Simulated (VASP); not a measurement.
Write the native input for VASP 6.6.1 that does the following.

- Task: relaxation of cell and atoms
- Functional: PBE
- Dispersion: D3(BJ)
- Potentials or basis: VASP PAW PBE potentials, release 64 (P)
- Cutoff: 600 eV
- k mesh: 20 × 20 × 20
- Occupations: fermi-dirac, width 0.15 eV
- Spin: no spin polarisation
- Dipole correction: no
- Further INCAR settings: ALGO = Fast; EDIFF = 1e-06; IBRION = 2; EDIFFG = -0.001; NSW = 80; ISIF = 3

The structure of P lies in POSCAR:

```
P
1.0
    2.4072602641      0.0000000000      0.0000000000
    0.0000000000      2.4072602641      0.0000000000
    0.0000000000      0.0000000000      2.4073686090
P
1
Direct
    0.0000000000      0.0000000000      0.0000000000
```

This isn't the form of P at room conditions, which is orthorhombic.

The cell isn't the ideal one: cell and atoms relaxed tightly for response.

The input as run:

INCAR

```
ALGO = Fast
EDIFF = 1E-6
EDIFFG = -0.001
ENCUT = 600
GGA = PE
IBRION = 2
ISIF = 3
ISMEAR = -1
IVDW = 12
LASPH = T
LCHARG = F
LREAL = F
LWAVE = F
NELM = 100
NSW = 80
PREC = Accurate
SIGMA = 0.15
```

KPOINTS

```
k-points
0
Gamma
  20 20 20
```

Potentials or basis: VASP PAW PBE potentials, release 64 (P).

Command:

```console
$ cat potpaw_PBE.64/P/POTCAR > POTCAR
$ mpirun -np 1 vasp_std > vasp.out
```

Results of the run:

```
Relaxed volume                         : 13.96 Å³/atom
Relaxed cell                           : a = 2.408 Å, b = 2.408 Å, c = 2.408 Å, α = 90.00°, β = 90.00°, γ = 90.00°
Space group after relaxing (to 0.05 Å) : Pm-3m (No. 221)
Energy gained by relaxing              : 0.0 meV/atom
Ionic steps                            : 3
Pressure after relaxing                : 0.0 GPa
Band gap on the k mesh                 : none (metal or under the smearing width)
Dispersion energy per atom             : -0.506 eV
```

Caveat: pairwise dispersion overbinds metals, which lowers pressure and volume.

It took 37 s on 1 thread of AMD EPYC 9R45 (Zen 5), on a shared host, peak memory 0.16 GiB.
